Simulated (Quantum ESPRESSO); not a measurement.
A calculation with Quantum ESPRESSO 7.5 of Sr (native input, structure typed inline):

The input pw.in:

```
&CONTROL
  calculation = 'scf'
  prefix = 'pwscf'
  outdir = './tmp'
  pseudo_dir = './pseudo'
  tprnfor = .true.
  tstress = .true.
  disk_io = 'low'
/
&SYSTEM
  ibrav = 0
  nat = 3
  ntyp = 1
  ecutwfc = 55
  ecutrho = 440
  nbnd = 22
  occupations = 'smearing'
  smearing = 'fd'
  degauss = 0.00367493
/
&ELECTRONS
  conv_thr = 6d-10
  electron_maxstep = 120
  mixing_beta = 0.5
/
ATOMIC_SPECIES
Sr    87.6200 Sr_pbe_v1.uspp.F.UPF
CELL_PARAMETERS angstrom
   7.0659524677    0.0000000000    0.0000000000
  -3.5329762338    6.1192943389    0.0000000000
   0.0000000000    0.0000000000    3.8166326050
ATOMIC_POSITIONS crystal
Sr     0.6657832900    0.0000000000    0.0000000000
Sr     0.3342167100    0.3342167100    0.0000000000
Sr     0.0000000000    0.6657832900    0.0000000000
K_POINTS automatic
5 5 7 0 0 0
```

The input pp_density.in:

```
&INPUTPP
  prefix = 'pwscf'
  outdir = './tmp'
  filplot = 'density.dat'
  plot_num = 0
/
&PLOT
  nfile = 1
  filepp(1) = 'density.dat'
  iflag = 3
  output_format = 6
  fileout = 'density.cube'
/
```

File pp_potential.in:

```
&INPUTPP
  prefix = 'pwscf'
  outdir = './tmp'
  filplot = 'potential.dat'
  plot_num = 11
/
&PLOT
  nfile = 1
  filepp(1) = 'potential.dat'
  iflag = 3
  output_format = 6
  fileout = 'potential.cube'
/
```

Potentials or basis: SSSP 1.3 efficiency PBE.

Launch:

```bash
$ OMP_NUM_THREADS=1 pw.x -in pw.in > pw.out
$ OMP_NUM_THREADS=1 pp.x -in pp_density.in > pp_density.out
$ OMP_NUM_THREADS=1 pp.x -in pp_potential.in > pp_potential.out
```

This isn't the form of Sr at room conditions, which is fcc.

Q: Write the same calculation in another form: ASE script, Cartesian positions.

A: As run:

Contents of run.py:

```python
import numpy as np
from ase.calculators.espresso import Espresso, EspressoProfile
from ase.io import read

atoms = read('Sr.xyz')

input_data = {
    'control': {'calculation': 'scf', 'prefix': 'pwscf', 'outdir': './tmp', 'tprnfor': True, 'tstress': True, 'disk_io': 'nowf'},
    'system': {'ecutwfc': 55.0, 'ecutrho': 440.0, 'nbnd': 22, 'occupations': 'smearing', 'smearing': 'fd', 'degauss': 0.00367493},
    'electrons': {'conv_thr': 6e-10, 'electron_maxstep': 120, 'mixing_beta': 0.5},
}
pseudopotentials = {'Sr': 'Sr_pbe_v1.uspp.F.UPF'}
profile = EspressoProfile(command='pw.x', pseudo_dir='pseudo')
dft = Espresso(profile=profile, input_data=input_data, pseudopotentials=pseudopotentials, kpts=(5, 5, 7), koffset=(0, 0, 0))
atoms.calc = dft

print(f'energy {atoms.get_potential_energy():.8f} eV')
print('forces (eV/A)')
print(np.round(atoms.get_forces(), 6))
print('stress (eV/A^3, Voigt)')
print(np.round(atoms.get_stress(), 8))
print(f'Fermi level {dft.get_fermi_level():.4f} eV')
```

The input Sr.xyz:

```xyz
3
Lattice="7.0659524677 0.0000000000 0.0000000000 -3.5329762338 6.1192943389 0.0000000000 0.0000000000 0.0000000000 3.8166326050" Properties=species:S:1:pos:R:3 pbc="T T T"
Sr     4.7043930809      0.0000000000      0.0000000000
Sr     1.1807796934      2.0451704215      0.0000000000
Sr    -2.3521965404      4.0741239174      0.0000000000
```

Potentials or basis: SSSP 1.3 efficiency PBE.

The run is started by

```bash
$ OMP_NUM_THREADS=1 python run.py
```

Both were run:

|  | native input, structure typed inline | ASE script, Cartesian positions |
| --- | --- | --- |
| Pressure | 0.0 GPa | 0.0 GPa |
| Largest force | 0.014 eV/Å | 0.014 eV/Å |
| Band gap on the k mesh | none (metal or under the smearing width) | none (metal or under the smearing width) |

Keys that steer only the numerical path or the files written may differ.
